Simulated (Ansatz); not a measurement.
# Ge (Fd-3m) in Ansatz: notebook

The runs below take Ge through relaxation of cell and atoms, single point, with PBEsol+D4, RPBE+D3(BJ), PBE.

Everything below comes from runs of Ansatz 0.2.0. Logs are shortened: lines on timing, memory, paths and dates and some standing lists are left out, and cuts for length are marked.

**Measured values to compare with.**

“Electronic and optical properties of SixGe1-x-ySny alloys lattice-matched to Ge”, 2021, arxiv:2109.02782 reports, for a bulk crystal of Ge: band gap 0.807 eV (direct) at 300 K; band gap 0.666 eV (indirect) at 293 K.

The runs below are set against these values where they give the same quantity.

## 1. The crystal as given

It takes space group Fd-3m (No. 227, cubic). The conventional cell has a = 5.658 Å, b = 5.658 Å, c = 5.658 Å, α = 90.00°, β = 90.00°, γ = 90.00°. Around Ge (site symmetry -43m) lie 4 Ge at 2.45 Å.

## 2. Relaxation of cell and atoms, PBEsol+D4

input.yaml reads:

```yaml
crystal:
  lattice:
    - [0.0, 2.82891, 2.82891]
    - [2.82891, 0.0, 2.82891]
    - [2.82891, 2.82891, 0.0]
  atoms:
    - { symbol: Ge, position: [0.75, 0.75, 0.75] }
    - { symbol: Ge, position: [0.5, 0.5, 0.5] }
hamiltonian:
  xc: pbesol
  pseudopotentials: { kind: paw }
  dispersion: d4
kpoints:
  mp_grid: { grid: [8, 8, 8] }
scf:
  occupations: { method: fermi_dirac, width: 0.05 }
output:
  forces: true
  stress: true
relax:
  f_tol: 0.01
  max_steps: 40
  cell: { stress_tol: 0.05 }
```

Potentials or basis: Ansatz PAW.

Launch:

```bash
> ansatz run input.yaml --threads 2 --pin off --max-ram 5632MiB --backend cpu --events-out ev --progress --plain --runs-dir out
```

Output:

```text
Warning: RAYON_NUM_THREADS=2 ignored (pool sized by the plan → 2); use --threads N
Engine: ansatz 0.2.0, x86_64-unknown-linux-gnu
Pseudopotentials: kind: paw
Pseudopotential: Ge, paw, valence charge 14, recommended cutoff 420 eV (normal), Ge.paw.azcp
Functional definition: PBEsol
  exchange = pbesol_x
  correlation = pbesol_c
Crystal: 2 atoms, lattice volume = 45.278 Å³
Basis set: ecut = 420 eV, 893 PW (Γ), exchange–correlation on 54×54×54 points (8 copies of the dense FFT grid, shifted against one another)
Bands: 18, of which v1, the nominal top of the filled ones, is band 14 counted from 1 (13 counted from 0)
Symmetry: 48 space group operations
Space group: Fd-3m (ITA 227), of the structure as read, at distance tolerance 3.6e-5 Å
k-points: 29 of 512
Non-local potential: Ge, projectors of the file, l = 0: 2, l = 1: 2, l = 2: 3, l = 3: 1
PAW form: soft (Blöchl's): semilocal exchange-correlation on the pseudo side does not see the compensation charge
PAW frozen core: Ge, regenerated for the run's functional, and the local potential with it (the file was generated under x = pbe(κ = 0.804, μ = 0.2195149727645171), c = pbe(β = 0.06672455060314922))
PAW one-centre angular grid: Ge, 590 points (default); XC on 64 Gauss nodes
Initial density: superposition of atomic densities (neutral atoms: chi_scale 0, normalization atom), corrected by the library's trained network
Initial wavefunctions: pseudopotential atomic-orbital guess
Functional: x = pbesol(κ = 0.804, μ = 0.12345679012345678), c = pbesol(β = 0.046)
SCF iter   1: F=—  HF=-8507.356963 eV  |F-HF|=—  |Δ(HF+E_count)|=         —  Δρ=2.37e-3  dr2=3.06e-3  ethr=1.77e-3  ⟨swp⟩=5.9  Hψ=2481  notcnv=0
preconditioner: auto → Kerker (q_TF=auto, 2.518 Å⁻¹)  [metal: Δε(μ)=0.113 eV  Ē_g=23.358 eV  σ=0.050 eV  W_gap=0.46  n_scr=14 (ndim 8)  ℏωp=29.2 eV  f_vac=0.074  D(μ)=0.12/eV (n_scr^D=0)]
SCF iter   2: F=—  HF=-8507.355665 eV  |F-HF|=—  |Δ(HF+E_count)|=   1.30e-3  Δρ=1.68e-3  dr2=1.67e-3  ethr=1.09e-5  ⟨swp⟩=1.4  Hψ=770  notcnv=0
SCF iter   3: F=—  HF=-8507.355776 eV  |F-HF|=—  |Δ(HF+E_count)|=   1.11e-4  Δρ=8.89e-4  dr2=1.86e-4  ethr=5.96e-6  ⟨swp⟩=2.0  Hψ=929  notcnv=0
SCF iter   4: F=—  HF=-8507.355745 eV  |F-HF|=—  |Δ(HF+E_count)|=   3.05e-5  Δρ=4.56e-4  dr2=1.26e-4  ethr=6.65e-7  ⟨swp⟩=2.0  Hψ=930  notcnv=0
SCF iter   5: F=—  HF=-8507.355669 eV  |F-HF|=—  |Δ(HF+E_count)|=   7.62e-5  Δρ=2.23e-4  dr2=1.32e-5  ethr=4.52e-7  ⟨swp⟩=2.0  Hψ=929  notcnv=0
SCF iter   6: F=—  HF=-8507.355682 eV  |F-HF|=—  |Δ(HF+E_count)|=   1.31e-5  Δρ=3.51e-5  dr2=2.99e-7  ethr=4.70e-8  ⟨swp⟩=2.0  Hψ=928  notcnv=0
SCF iter   7: F=—  HF=-8507.355682 eV  |F-HF|=—  |Δ(HF+E_count)|=   3.17e-7  Δρ=1.96e-5  dr2=6.82e-8  ethr=3.57e-10  ⟨swp⟩=4.0  Hψ=1570  notcnv=0
SCF iter   8: F=-8507.355682 eV  HF=-8507.355682 eV  |F-HF|=1.44e-8  |Δ(HF+E_count)|=   5.39e-8  Δρ=5.64e-6  dr2=5.85e-9  ethr=2.43e-10  ⟨swp⟩=3.9  Hψ=1501  notcnv=0
SCF 1 converged in 8 iterations: F = -8507.355682 eV  dr2 = 5.85e-9
relax step   1: F+E_penalty+E_count = -8507.35568230 eV  Δ(F+E_penalty+E_count) = +0.000e0 eV  max|allowed force component| = 1.156e-17 eV/Å  Δτ_max = 0.0000 Å  P = -0.570 GPa  Ω = 45.278 Å³  (8 SCF iters, dr2 threshold 1.00e-7 eV, accepted)
Crystal: 2 atoms, lattice volume = 44.973 Å³
Initial density: handed on by an earlier stage of this run
Initial wavefunctions: those handed on with the density
iter 1 solved again at ethr=2.09e-7 eV; its pass at ethr=3.10e-3 eV (dr2=5.84e-5 eV) is discarded
SCF iter   1: F=—  HF=-8507.356391 eV  |F-HF|=—  |Δ(HF+E_count)|=         —  Δρ=3.20e-4  dr2=5.09e-5  ethr=2.09e-7  ⟨swp⟩=2.0  Hψ=2842  notcnv=0
preconditioner: auto → Kerker (q_TF=auto, 2.521 Å⁻¹)  [metal: Δε(μ)=0.043 eV  Ē_g=23.438 eV  σ=0.050 eV  W_gap=0.21  n_scr=14 (ndim 8)  ℏωp=29.3 eV  f_vac=0.055  D(μ)=0.11/eV (n_scr^D=0)]
SCF iter   2: F=—  HF=-8507.356393 eV  |F-HF|=—  |Δ(HF+E_count)|=   2.42e-6  Δρ=2.16e-4  dr2=2.77e-5  ethr=1.82e-7  ⟨swp⟩=1.0  Hψ=522  notcnv=0
SCF iter   3: F=—  HF=-8507.356391 eV  |F-HF|=—  |Δ(HF+E_count)|=   2.32e-6  Δρ=4.63e-5  dr2=1.92e-6  ethr=9.89e-8  ⟨swp⟩=1.4  Hψ=535  notcnv=0
SCF iter   4: F=-8507.356392 eV  HF=-8507.356392 eV  |F-HF|=5.44e-8  |Δ(HF+E_count)|=   9.79e-7  Δρ=9.69e-6  dr2=3.12e-8  ethr=7.14e-10  ⟨swp⟩=3.0  Hψ=2078  notcnv=0
SCF 2 converged in 4 iterations: F = -8507.356392 eV  dr2 = 3.12e-8
relax step   2: F+E_penalty+E_count = -8507.35639216 eV  Δ(F+E_penalty+E_count) = -7.099e-4 eV  max|allowed force component| = 9.252e-17 eV/Å  Δτ_max = 0.0000 Å  P = -0.127 GPa  Ω = 44.973 Å³  energy of the carried Pulay correction = +4.372e-5 eV  (4 SCF iters, dr2 threshold 2.00e-7 eV, accepted)
Crystal: 2 atoms, lattice volume = 44.887 Å³
iter 1 solved again at ethr=1.78e-8 eV; its pass at ethr=3.10e-3 eV (dr2=4.99e-6 eV) is discarded
SCF iter   1: F=—  HF=-8507.356436 eV  |F-HF|=—  |Δ(HF+E_count)|=         —  Δρ=8.95e-5  dr2=4.24e-6  ethr=1.78e-8  ⟨swp⟩=2.0  Hψ=2842  notcnv=0
preconditioner: auto → Kerker (q_TF=auto, 2.522 Å⁻¹)  [metal: Δε(μ)=0.061 eV  Ē_g=23.446 eV  σ=0.050 eV  W_gap=0.29  n_scr=14 (ndim 8)  ℏωp=29.3 eV  f_vac=0.058  D(μ)=0.11/eV (n_scr^D=0)]
SCF iter   2: F=—  HF=-8507.356439 eV  |F-HF|=—  |Δ(HF+E_count)|=   2.82e-6  Δρ=6.15e-5  dr2=2.39e-6  ethr=1.52e-8  ⟨swp⟩=1.0  Hψ=522  notcnv=0
SCF iter   3: F=—  HF=-8507.356439 eV  |F-HF|=—  |Δ(HF+E_count)|=   5.31e-8  Δρ=1.42e-5  dr2=1.19e-7  ethr=8.54e-9  ⟨swp⟩=2.0  Hψ=636  notcnv=0
SCF iter   4: F=-8507.356439 eV  HF=-8507.356439 eV  |F-HF|=3.91e-9  |Δ(HF+E_count)|=   8.72e-8  Δρ=2.50e-6  dr2=4.06e-9  ethr=1.44e-10  ⟨swp⟩=4.0  Hψ=1571  notcnv=0
SCF 3 converged in 4 iterations: F = -8507.356439 eV  dr2 = 4.06e-9
relax step   3: F+E_penalty+E_count = -8507.35643878 eV  Δ(F+E_penalty+E_count) = -4.663e-5 eV  max|allowed force component| = 2.313e-17 eV/Å  Δτ_max = 0.0000 Å  P = +0.002 GPa  Ω = 44.887 Å³  energy of the carried Pulay correction = +5.621e-5 eV  (4 SCF iters, dr2 threshold 4.04e-8 eV, accepted)
Initial wavefunctions: pseudopotential atomic-orbital guess (no wavefunctions were taken with the density)
iter 1 solved again at ethr=2.27e-7 eV; its pass at ethr=3.10e-3 eV (dr2=6.37e-5 eV) is discarded
SCF iter   1: F=—  HF=-8507.356370 eV  |F-HF|=—  |Δ(HF+E_count)|=         —  Δρ=6.20e-6  dr2=6.04e-9  ethr=2.27e-7  ⟨swp⟩=2.5  Hψ=3639  notcnv=0
eigensolver tolerance schedule: the retry pair's looser diagonalisation over-reported the residual by 10545.52 of it (diagonalisation noise at 3.42 of the residual, at the tolerance the schedule requests for it); recorded, not acted on — ethr = c·dr2/N_el stays at c = 1.0e-1
preconditioner: auto → Kerker (q_TF=auto, 2.522 Å⁻¹)  [metal: Δε(μ)=0.061 eV  Ē_g=23.445 eV  σ=0.050 eV  W_gap=0.29  n_scr=14 (ndim 8)  ℏωp=29.3 eV  f_vac=0.058  D(μ)=0.11/eV (n_scr^D=0)]
SCF iter   2: F=—  HF=-8507.356374 eV  |F-HF|=—  |Δ(HF+E_count)|=   4.88e-6  Δρ=4.91e-6  dr2=4.93e-9  ethr=2.16e-11  ⟨swp⟩=3.3  Hψ=1279  notcnv=0
SCF iter   3: F=—  HF=-8507.356374 eV  |F-HF|=—  |Δ(HF+E_count)|=   3.67e-9  Δρ=2.08e-6  dr2=1.30e-9  ethr=1.76e-11  ⟨swp⟩=1.3  Hψ=530  notcnv=0
SCF iter   4: F=—  HF=-8507.356374 eV  |F-HF|=—  |Δ(HF+E_count)|=  8.62e-10  Δρ=4.81e-7  dr2=1.66e-10  ethr=4.65e-12  ⟨swp⟩=2.0  Hψ=581  notcnv=0
SCF iter   5: F=—  HF=-8507.356374 eV  |F-HF|=—  |Δ(HF+E_count)|=  1.84e-10  Δρ=1.78e-7  dr2=2.14e-11  ethr=1.00e-12  ⟨swp⟩=3.0  Hψ=970  notcnv=0
SCF iter   6: F=-8507.356374 eV  HF=-8507.356374 eV  |F-HF|=0.00e0  |Δ(HF+E_count)|=  1.82e-12  Δρ=6.46e-8  dr2=5.05e-13  ethr=1.00e-12  ⟨swp⟩=5.0  Hψ=1990  notcnv=0
SCF 4 converged in 6 iterations: F = -8507.356374 eV  dr2 = 5.05e-13
relax step   4: F+E_penalty+E_count = -8507.35637449 eV  Δ(F+E_penalty+E_count) = +6.429e-5 eV  max|allowed force component| = 6.939e-17 eV/Å  Δτ_max = 0.0000 Å  P = +0.002 GPa  Ω = 44.887 Å³  stress off target by 2.23e-3 GPa  SCF on the basis re-selected at this cell (its energy is not comparable with the rows above)  (6 SCF iters)
basis re-selected at this cell: Δ(F+E_penalty+E_count) = +6.429e-5 eV, ΔP = +0.001 GPa vs the last step (what re-selecting the basis moved, of the pressure what is left beyond the Pulay correction that the steps carried, after the strain that the cell walked since its last selection, with what the two solves' SCF thresholds leave and, on support functions, any second-order correction that the steps lacked; it is no measure of the basis error at this ecutwfc). This SCF's stress stands 2.23e-3 GPa from its target on what of the cell is left free (relax.cell.stress_tol is 5.00e-2 GPa) and its largest allowed force component is 6.94e-17 eV/Å (relax.f_tol is 1.00e-2 eV/Å): within both
SCF converged after 6 iterations
Free energy (F): -8507.356374 eV
Harris-Foulkes:  -8507.356374 eV  (|F-HF|=0.00e0)
Internal energy: -8507.355499 eV  (E = F + TS)
E sigma→0 (E₀):  -8507.355937 eV
Entropy (-TS):   -0.000875 eV (-0.438 meV/atom)
Fermi energy:    8.599128 eV
--- Per-component energies (eV) ---
  E_band       = -299.590952
  E_kinetic    = 223.533013
  E_local      = -4931.887093  (includes V_loc(G=0)·N_el)
  E_nonlocal   = 840.596557
  E_hartree    = 2162.465366
  E_xc         = -150.142402
  E_vxc        = -129.739798  (∫ρ·V_xc dr)
  E_paw        = -3958.462423  (= ΣΔE_a)
  E_vpaw       = -627.025012  (= ΣTr[D̂ρ^β])
  E_aug_tail   = 0.000610  (compensation charges beyond the density's cutoff)
  E_ewald      = -2694.918373
  E_disp       = -0.376628  (pairwise vdW)
  E_core_change = 1.835872  (= ΣΔE_core)
  E_smearing   = -0.000875  (= −TS)
  E_closure    = -0.000000  (closes the sum)
  Σ components = -8507.356374   (vs F -8507.356374, Δ=0.00e0)
--- Forces (eV/Å), atoms counted from 1 ---
  atom   1  Ge    -0.00000000     0.00000000     0.00000000
  atom   2  Ge     0.00000000     0.00000000    -0.00000000
  max |Σ_I F_I| component: 5.55e-17 eV/Å
--- Stress (GPa, compression-positive) ---
        0.002225      -0.000000      -0.000000
       -0.000000       0.002225       0.000000
       -0.000000      -0.000000       0.002225
  P = ⅓ Tr σ = 0.0022 GPa (0.022 kbar)
--- Relaxed structure (3 steps of the walk, 3 accepted, 1 SCFs on fresh bases) ---
  F+E_penalty+E_count = -8507.35637449 eV   max|allowed force component| = 6.939e-17 eV/Å   (the final SCF, on the basis selected at the relaxed cell)
  cell:  # Å, volume = 44.8868 Å³
    - [-6.48067630433908e-34, 2.8207393295506304, 2.8207393295506304]
    - [2.8207393295506304, -7.117597808451029e-34, 2.8207393295506304]
    - [2.8207393295506304, 2.8207393295506304, -3.4393761222045233e-34]
  atoms:
    - { symbol: Ge, position: [0.7500000000000001, 0.7500000000000001, 0.7500000000000001] }
    - { symbol: Ge, position: [0.5, 0.5, 0.5] }
```

It took 8 s on 2 threads of Intel Xeon at 2.50GHz (Skylake/Cascade Lake), shared host; peak memory 0.34 GiB.

What came out:

```
Free energy                            : -8507.3564 eV
Relaxed volume                         : 22.44 Å³/atom
Relaxed cell                           : a = 3.989 Å, b = 3.989 Å, c = 3.989 Å, α = 60.00°, β = 60.00°, γ = 60.00°
Space group after relaxing (to 0.05 Å) : Fd-3m (No. 227)
Energy gained by relaxing              : 0.3 meV/atom
Ionic steps                            : 4
Pressure after relaxing                : 0.0 GPa
```

Step by step:
```
step  energy change (eV)  largest force (eV/Å)  volume (Å³)
   1              0.0000                0.0000        45.28
   2             -0.0007                0.0000        44.97
   3             -0.0008                0.0000        44.89
   4             -0.0007                0.0000        44.89
```

Final structure:
```cif
data_structure
_symmetry_space_group_name_H-M 'P 1'
_symmetry_Int_Tables_number 1
_cell_length_a 3.9891
_cell_length_b 3.9891
_cell_length_c 3.9891
_cell_angle_alpha 60.000
_cell_angle_beta 60.000
_cell_angle_gamma 60.000
_cell_volume 44.89
loop_
_atom_site_label
_atom_site_type_symbol
_atom_site_fract_x
_atom_site_fract_y
_atom_site_fract_z
_atom_site_occupancy
Ge1 Ge 0.75000 0.75000 0.75000 1
Ge2 Ge 0.50000 0.50000 0.50000 1
```

Caveat: the plane-wave basis is chosen anew once the cell has moved, so the energies of steps on either side of that aren't comparable; the PAW data sets come from PBE, with cores solved anew for the run's functional, which leaves a small shift of forces and pressure.

## 3. Relaxation of cell and atoms, RPBE+D3(BJ)

input.yaml: that of step 2 with these lines changed.

```diff
@@ -9,5 +9,5 @@
 hamiltonian:
-  xc: pbesol
+  xc: rpbe
   pseudopotentials: { kind: paw }
-  dispersion: d4
+  dispersion: d3bj
 kpoints:
```

Potentials or basis: Ansatz PAW.

Launch:

```bash
> ansatz run input.yaml --threads 2 --pin off --max-ram 5632MiB --backend cpu --events-out ev --progress --plain --runs-dir out
```

It took 7.9 s on 2 threads of Intel Xeon at 2.50GHz (Skylake/Cascade Lake), shared host; peak memory 0.34 GiB.

The run converged. Its results:

| Item | Value |
| --- | --- |
| Free energy | -8603.9319 eV |
| Relaxed volume | 21.19 Å³/atom |
| Relaxed cell | a = 3.913 Å, b = 3.913 Å, c = 3.913 Å, α = 60.00°, β = 60.00°, γ = 60.00° |
| Space group after relaxing (to 0.05 Å) | Fd-3m (No. 227) |
| Energy gained by relaxing | 20.9 meV/atom |
| Ionic steps | 5 |
| Pressure after relaxing | 0.0 GPa |
| Band gap on the k mesh | 0.47 eV |

Step by step:
| step | energy change (eV) | largest force (eV/Å) | volume (Å³) |
| --- | --- | --- | --- |
| 1 | 0.0000 | 0.0000 | 45.28 |
| 2 | -0.0399 | 0.0000 | 43.02 |
| 3 | -0.0423 | 0.0000 | 42.27 |
| 4 | -0.0423 | 0.0000 | 42.38 |
| 5 | -0.0418 | 0.0000 | 42.38 |

Final structure:
```yaml
crystal:
  lattice:
    - [0.00000, 2.76715, 2.76715]
    - [2.76715, 0.00000, 2.76715]
    - [2.76715, 2.76715, 0.00000]
  atoms:
    - { symbol: Ge, position: [0.75000, 0.75000, 0.75000] }
    - { symbol: Ge, position: [0.50000, 0.50000, 0.50000] }
```

Caveat: the plane-wave basis is chosen anew once the cell has moved, so the energies of steps on either side of that aren't comparable; the PAW data sets come from PBE, with cores solved anew for the run's functional, which leaves a small shift of forces and pressure.

## 4. Single point, PBE

input.yaml reads:

```yaml
crystal:
  lattice:
    - [0.0, 2.82891, 2.82891]
    - [2.82891, 0.0, 2.82891]
    - [2.82891, 2.82891, 0.0]
  atoms:
    - { symbol: Ge, position: [0.75, 0.75, 0.75] }
    - { symbol: Ge, position: [0.5, 0.5, 0.5] }
hamiltonian:
  xc: pbe
  pseudopotentials: { kind: paw }
kpoints:
  mp_grid: { grid: [8, 8, 8] }
scf:
  occupations: { method: gaussian, width: 0.013 }
output:
  forces: true
  stress: true
  eigenvalues: true
```

Launch:

```bash
> ansatz run input.yaml --threads 2 --pin off --max-ram 5632MiB --backend cpu --events-out ev --progress --plain --runs-dir out
```

It took 2.1 s on 2 threads of Intel Xeon at 2.50GHz (Skylake/Cascade Lake), shared host; peak memory 0.33 GiB.

Results (log left out):

```yaml
Free_energy: -8589.9298 eV
Pressure: 3.6 GPa
Band_gap_on_the_k_mesh: 0.03 eV, direct
```

Levels at points of the mesh, in eV from the valence-band top:
| k point | band 12 | band 13 | band 14 | band 15 | band 16 | band 17 |
| --- | --- | --- | --- | --- | --- | --- |
| (0.00, 0.00, 0.00) | 0.00 | 0.00 | 0.00 | 0.03 | 2.55 | 2.55 |
| (0.00, 0.00, -0.50) | -7.60 | -1.41 | -1.41 | 0.18 | 3.74 | 3.74 |
| (0.00, -0.50, -0.50) | -8.89 | -3.07 | -3.07 | 0.75 | 0.75 | 9.51 |

## 5. Single point, PBE

input.yaml: that of step 4 with these lines changed.

```diff
@@ -14,3 +14,3 @@
 scf:
-  occupations: { method: gaussian, width: 0.013 }
+  occupations: { method: gaussian, width: 0.014 }
 output:
```

Launch:

```bash
> ansatz run input.yaml --threads 2 --pin off --max-ram 5632MiB --backend cpu --events-out ev --progress --plain --runs-dir out
```

It took 2.2 s on 2 threads of Intel Xeon at 2.50GHz (Skylake/Cascade Lake), shared host; peak memory 0.33 GiB.

The run converged. Its results:

```
Free energy            : -8589.9298 eV
Pressure               : 3.6 GPa
Band gap on the k mesh : 0.03 eV, direct
```

Levels at points of the mesh, in eV from the valence-band top:
```tsv
k point	band 12	band 13	band 14	band 15	band 16	band 17
(0.00, 0.00, 0.00)	0.00	0.00	0.00	0.03	2.55	2.55
(0.00, 0.00, -0.50)	-7.60	-1.41	-1.41	0.18	3.74	3.74
(0.00, -0.50, -0.50)	-8.89	-3.07	-3.07	0.75	0.75	9.51
```

## 6. Overview

```tsv
task	level	cell	smearing	gap on the mesh (eV)	pressure (GPa)	relaxed volume (Å³/atom)
relaxation of cell and atoms	PBEsol+D4	relaxed	fermi-dirac 0.05 eV	-	0.0	22.44
relaxation of cell and atoms	RPBE+D3(BJ)	relaxed	fermi-dirac 0.05 eV	0.47	0.0	21.19
single point	PBE	as given	gaussian 0.013 eV	0.03	3.6	-
single point	PBE	as given	gaussian 0.014 eV	0.03	3.6	-
```

Alike in all rows: potentials or basis Ansatz PAW; no spin polarisation; k mesh 8 × 8 × 8; cutoff (eV) 420.

Caveats: the plane-wave basis is chosen anew once the cell has moved, so the energies of steps on either side of that aren't comparable (some runs); the PAW data sets come from PBE, with cores solved anew for the run's functional, which leaves a small shift of forces and pressure (some runs).

Total energies depend on the potentials used, so only differences within one code and one set of settings carry meaning.

## 7. Comparison with measurements

Step 2. The cell as given is a measured one (22.64 Å³/atom); PBEsol+D4 puts the equilibrium volume -0.9 % from it, thermal expansion not counted.

Step 3. The cell as given is a measured one (22.64 Å³/atom); RPBE+D3(BJ) puts the equilibrium volume -6.4 % from it, thermal expansion not counted.

Step 4. Against the measured gap of Ge, 0.807 eV (direct; 300 K; “Electronic and optical properties of SixGe1-x-ySny alloys lattice-matched to Ge”, 2021, arxiv:2109.02782), the calculated 0.03 eV is off by -0.78 eV. 3 values of this kind are on record (0.666 to 0.807 eV); this one was drawn at random among those near their median. Spin-orbit coupling on Ge is left out. The value is that of PBE on a finite k mesh, which can miss the band edges, without temperature or zero-point motion. Semilocal functionals fall short of measured gaps as a rule.

Step 5. Measured gap of Ge: 0.666 eV (indirect; 293 K; “Electronic and optical properties of SixGe1-x-ySny alloys lattice-matched to Ge”, 2021, arxiv:2109.02782). This calculation gives 0.03 eV (-0.64 eV). 3 values of this kind are on record (0.666 to 0.807 eV); this one was drawn at random among those near their median. Spin-orbit coupling on Ge is left out. The value is that of PBE on a finite k mesh, which can miss the band edges, without temperature or zero-point motion. Semilocal functionals fall short of measured gaps as a rule.
